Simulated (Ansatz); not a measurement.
# W: the cost of one run

Computed with Ansatz 0.2.0 (DFT PBE, scalar-relativistic, plane waves, PAW, unless a step's input says otherwise).

## 1. The starting structure

It takes space group Fd-3m (No. 227, cubic). Conventional cell: a = 5.261 Å, b = 5.261 Å, c = 5.261 Å, α = 90.00°, β = 90.00°, γ = 90.00°. W (site symmetry -43m) has 4 W at 2.28 Å as nearest neighbours.

Coordinates:

```
W
1.0
     0.00000    2.63050    2.63050
     2.63050    0.00000    2.63050
     2.63050    2.63050    0.00000
W
2
Cartesian
  2.6305 2.6305 2.6305
  3.9458 3.9458 3.9458
```

This is candidate A: diamond type (Fd-3m, No. 227).

(A quick probe on a coarse mesh, which set the mesh and smearing, is not shown.)

## 3. Rough relaxation on the coarse mesh (candidate A)

Contents of input.yaml:

```yaml
crystal:
  lattice:
    - [0.0, 2.6305023253, 2.6305023253]
    - [2.6305023253, 0.0, 2.6305023253]
    - [2.6305023253, 2.6305023253, 0.0]
  atoms:
    - { symbol: W, position: [0.5, 0.5, 0.5] }
    - { symbol: W, position: [0.75, 0.75, 0.75] }
basis:
  ecutwfc: 420
kpoints:
  mp_grid: { grid: [6, 6, 6] }
hamiltonian:
  xc: pbe
scf:
  occupations: { method: gaussian, width: 0.1 }
  lower_state_search: "off"
output:
  forces: true
  stress: true
  eigenvalues: true
relax:
  adjacent_minimum: "off"
  f_tol: 0.04
  max_steps: 70
  cell: { stress_tol: 0.4 }
```

What time and memory should one allow on 1 thread of an x86-64 CPU, shared host?

About 2.1 s, with a peak of 0.34 GiB.
